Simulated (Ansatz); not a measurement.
What does this script print? It uses the Ansatz DFT code, driven from Python.

`alga3n4_reaction.py`
```python
from collections import Counter
import logging
import sys

import ansatz as az
from ase import Atoms
import numpy as np
from pymatgen.analysis.reaction_calculator import ComputedReaction
from pymatgen.entries.computed_entries import ComputedEntry

logging.basicConfig(stream=sys.stdout, format="[%(levelname)s] %(message)s")
logger = logging.getLogger("calc")
logger.setLevel(logging.INFO)


def run_phase(name, crystal):
    calc = (
        crystal.calculation()
        .functional("PBEsol")
        .basis(510)
        .scf(tolerance=1e-10)
        .kpoints(spacing=0.3)
        .occupations("fermi_dirac", width=0.02)
        .stress()
    )
    return calc.run(threads=1, pin="off")


def counts(outcome):
    return Counter(site.symbol for site in outcome.lattice.sites)


def volume_per_atom(outcome):
    return abs(np.linalg.det(outcome.lattice.cell_ang)) / len(outcome.lattice.sites)

phases = {}
alga3n4_p_43m = (
    az.Lattice.cubic(4.471685)
    .space_group(215)
    .atom("Al", (0.0, 0.0, 0.0))
    .atom("Ga", (0.5, 0.5, 0.0))
    .atom("N", (0.755714, 0.755714, 0.244286))
)
phases["AlGa3N4 P-43m"] = alga3n4_p_43m
aln_fm_3m = (
    az.Lattice.of((0.0, 1.969, 1.969), (1.969, 0.0, 1.969), (1.969, 1.969, 0.0))
    .atom("Al", (0.0, 0.0, 0.0))
    .atom("N", (0.5, 0.5, 0.5))
)
phases["AlN Fm-3m"] = aln_fm_3m
atoms = Atoms(
    ["Ga", "Ga", "N", "N"],
    scaled_positions=[
        (1 / 3, 2 / 3, 0.0),
        (2 / 3, 1 / 3, 0.5),
        (1 / 3, 2 / 3, 0.375),
        (2 / 3, 1 / 3, 0.875),
    ],
    cell=[
        (3.18, 0.0, 0.0),
        (-1.59, 2.753961, 0.0),
        (0.0, 0.0, 5.166),
    ],
    pbc=True,
)
gan_p6_3mc = az.Crystal.from_ase(atoms)
phases["GaN P6_3mc"] = gan_p6_3mc

done = {name: run_phase(name, crystal) for name, crystal in phases.items()}

entry = {name: ComputedEntry(dict(counts(o)), o.report["energy_sigma0_ev"]) for name, o in done.items()}
reaction = ComputedReaction([entry["AlN Fm-3m"], entry["GaN P6_3mc"]], [entry["AlGa3N4 P-43m"]])
reaction.normalize_to(entry["AlGa3N4 P-43m"].composition.reduced_composition)
print(reaction)
print("energy per formula unit of the product:", round(reaction.calculated_reaction_energy, 4), "eV")
for name, o in done.items():
    logger.info(f"  {name:18s} {volume_per_atom(o):7.3f} A^3/atom")
```

Output of `python alga3n4_reaction.py`:
```text
AlN + 3 GaN -> AlGa3N4
energy per formula unit of the product: -0.2101 eV
[INFO]   AlGa3N4 P-43m       11.177 A^3/atom
[INFO]   AlN Fm-3m            7.634 A^3/atom
[INFO]   GaN P6_3mc          11.310 A^3/atom
```

Reading the output:
- The cells come from databases of deposited and of computed structures, and not all need be stable phases.
- The reactants and the product are the structures named, not necessarily the lowest of each compound, so sign and change of volume hang on that choice. A semilocal functional's error on such energies is often 0.05 to 0.1 eV an atom, and 0.1 to 0.3 eV against gases such as O2 or F2.
- It ran for 12 s on 1 thread of Arm Neoverse V2, on a shared host, peak memory 0.53 GiB.
